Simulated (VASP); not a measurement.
Input of a VASP 6.6.1 run:

File INCAR:

```
SYSTEM = NiO
  ALGO = Fast
  EDIFF = 1E-6
  ENCUT = 500
  GGA = RP
  ISIF = 2
  ISMEAR = 0
  ISPIN = 2
  LASPH = .True.
  LCHARG = .True.
  LELF = .True.
  LMAXMIX = 4
  LORBIT = 11
  LREAL = .False.
  LVHAR = .True.
  LWAVE = .False.
  MAGMOM = 1 0
  NELM = 100
  PREC = Accurate
  SIGMA = 0.02
```

The input KPOINTS:

```
k-points
0
Gamma
  11 11 11
  0 0 0
```

File POSCAR:

```
NiO
1.0
    0.0000000000      2.0859016414      2.0859016414
    2.0859016414      0.0000000000      2.0859016414
    2.0859016414      2.0859016414      0.0000000000
Ni O
1 1
Cartesian
    0.0000000000      0.0000000000      0.0000000000
    2.0859016414      2.0859016414      2.0859016414
```

Potentials or basis: VASP PAW PBE potentials, release 64 (Ni, O).

Launch:

```console
$ cat potpaw_PBE.64/Ni/POTCAR potpaw_PBE.64/O/POTCAR > POTCAR
$ mpirun -np 1 vasp_std > vasp.out
```

(1) What does it give for the site moments?

(2) Estimate the net moment.

(3) Predict the band gap on the k mesh.

Results:

(1) Ni +1.50; O +0.28 μB.

(2) 1.83 μB per cell.

(3) none (metal or under the smearing width).

Caveat: a cell with one magnetic atom can't hold antiferromagnetic order, which such compounds often take; semilocal functionals often make such compounds metallic where correlation or magnetic order opens a gap, which also shifts bond lengths.

The gap isn't set beside the measured one, since this odd mesh misses points on the zone boundary.
